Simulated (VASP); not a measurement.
Set up this calculation in VASP 6.6.1, as the native input.

| Property | Result |
| --- | --- |
| Task | relaxation of cell and atoms |
| Functional | PBE |
| Dispersion | D3(BJ) |
| Potentials or basis | VASP PAW PBE potentials, release 64 (Mo_sv, S) |
| Cutoff | 600 eV |
| k mesh | 12 × 12 × 3 |
| Occupations | gaussian, width 0.03 eV |
| Spin | no spin polarisation |
| Further INCAR settings | ALGO = Normal; EDIFF = 1e-07; IBRION = 2; EDIFFG = -0.005; NSW = 90; ISIF = 3 |

The structure of MoS2 lies in POSCAR:

```
MoS2                                    
1.0
    3.1487811838     -0.0000000000     -0.0000000000
   -1.5743905919      2.7269244962      0.0000000000
   -0.0000000000      0.0000000000     12.0885171697
  Mo              S             
     2     4
Direct
     0.3333333332999970    0.6666666667000030    0.2500000000000000
     0.6666666667000030    0.3333333332999970    0.7500000000000000
     0.3333333332999970    0.6666666667000030    0.6205253139850267
     0.6666666667000030    0.3333333332999970    0.1205253139850266
     0.3333333332999970    0.6666666667000030    0.8794746860149733
     0.6666666667000030    0.3333333332999970    0.3794746860149735
```

These files were run (other wordings do the same):

INCAR

```
SYSTEM = MoS2
  PREC = Accurate
  ENCUT = 600
  EDIFF = 1E-7
  ISMEAR = 0
  SIGMA = 0.03
  LREAL = .FALSE.
  LASPH = .TRUE.
  NELM = 80
  ALGO = Normal
  ISIF = 3
  LWAVE = .FALSE.
  LCHARG = .FALSE.
  GGA = PE
  IVDW = 12
  IBRION = 2
  NSW = 90
  EDIFFG = -0.005
  KPAR = 4
```

KPOINTS

```
Automatic mesh
0
G
  12 12 3
  0 0 0
```

Potentials or basis: VASP PAW PBE potentials, release 64 (Mo_sv, S).

The run is started by

```console
$ cat potpaw_PBE.64/Mo_sv/POTCAR potpaw_PBE.64/S/POTCAR > POTCAR
$ mpirun -np 4 vasp_std > vasp.out
```

It gave:

The pressure after relaxing is 0.0 GPa, the band gap on the k mesh is 0.80 eV, indirect (least direct gap 1.71 eV) and the dispersion energy per atom is -0.438 eV.

Caveat: the relaxation stopped at its first step, so nothing moved; an odd mesh through Γ misses points on the zone boundary, where band edges often lie.

Wall time 39 s on 4 MPI ranks on AMD EPYC 9R45 (Zen 5), on a shared host, peak memory 0.31 GiB a rank.
